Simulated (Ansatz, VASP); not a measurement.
# Mg3H2 in VASP and in Ansatz

```
Mg H
1.0
     4.33404    0.00000    0.00000
     0.00000    4.33404    0.00000
     0.00000    0.00000    4.33404
Mg H
3 2
Direct
  0.00000 0.50000 0.50000
  0.50000 0.00000 0.50000
  0.50000 0.50000 0.00000
  0.00000 0.00000 0.00000
  0.50000 0.50000 0.50000
```

Alike in both runs: functional PBE; k mesh 10 × 10 × 10; occupations gaussian, width 0.1 eV; no spin polarisation.

Ansatz relaxed the structure, and its values are those at the end. VASP's run is a single point on that final structure, the one shown.

|  | VASP | Ansatz |
| --- | --- | --- |
| version | VASP 6.6.1 | Ansatz 0.2.0 |
| potentials or method | VASP PAW PBE potentials, release 64 (Mg, H) | scalar-relativistic, plane waves, PAW |
| plane-wave cutoff (eV) | 520 | 420 |
| valence electrons in the cell | 8 | 32 |

Ansatz gave:

```
gap on the k mesh at the Fermi level (eV) : none
pressure (GPa)                            : 0.0
```

**Question.** Estimate VASP's values.

**Answer.** gap on the k mesh at the Fermi level (eV): none; pressure (GPa): -0.1.

A gap of «none» marks a metal or a gap that the smearing closes. The two sets of potentials don't hold the same shells in valence.
